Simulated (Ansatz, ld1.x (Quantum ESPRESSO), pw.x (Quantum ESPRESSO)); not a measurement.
## Which Re potential is closest to all-electron in the bcc crystal?

All use PBE, scalar-relativistic, no spin, cutoffs from each file’s atomic test, pw.x 7.5; 15³ k-points, Fermi–Dirac smearing 0.01 Ry. Δ is the rms difference from all-electron LAPW of the E(V) curves that follow from fits to the pressures, over ±6 % in volume. Mesh and smearing are coarse and serve the comparison alone. The files are a selection: those with a ghost or negative overlap were mostly not run, and those with noisy or unconverged pressures or nearly equal Δ are left out.

All-electron: a0 = 3.115 Å (V0 = 15.12 Å³/atom), B0 = 350.4 GPa.

Q: Rank them by Δ, smallest first.
A. ultrasoft, ld1.x (Quantum ESPRESSO) 7.5, PBE; core [Xe] 4f14, reference 5d5 6s2 6p0; waves: 6s (bound): rcut 2.60, rcutus 3.20 bohr; 6s channel at 1.25 Ry: rcut 2.60, rcutus 3.20 bohr; 6p (bound, empty): rcut 2.20, rcutus 2.65 bohr; 6p channel at 0.65 Ry: rcut 2.20, rcutus 2.65 bohr; 5d (bound): rcut 1.20, rcutus 1.70 bohr; 5d channel at 1.25 Ry: rcut 1.20, rcutus 1.70 bohr; 5f channel at 0.05 Ry: rcut 2.75, rcutus 2.95 bohr; 5f channel at 0.7 Ry: rcut 2.75, rcutus 2.95 bohr; local part: all-electron potential smoothed inside 3.00 bohr (lloc = -1); core correction: Bessel-smoothed model core, default radius (core density twice the valence density); augmentation: PSQ, inside the norm-conserving radii.
B. norm-conserving RRKJ (Kleinman–Bylander form), ld1.x (Quantum ESPRESSO) 7.5, PBE; core [Xe] 4f14, reference 5d6 6s1 6p0; waves: 6p (bound, empty): rc 2.65 bohr; 5d (bound): rc 2.00 bohr; 5f channel at -0.2 Ry: rc 2.40 bohr; 6s (bound): rc 2.85 bohr; local part: the s channel; core correction: Bessel-smoothed model core, default radius (core density twice the valence density); rho0 0.005.
C. norm-conserving Troullier–Martins (Kleinman–Bylander form), ld1.x (Quantum ESPRESSO) 7.5, PBE; core [Xe] 4f14, reference 5d5 6s1 6p0; waves: 6p (bound, empty): rc 3.05 bohr; 5d (bound): rc 1.80 bohr; 6s (bound): rc 2.45 bohr; local part: the s channel; core correction: a·sin(br)/r model core inside 1.65 bohr.

A: B (7.2 meV/atom), A (18.0 meV/atom), C (35.3 meV/atom).
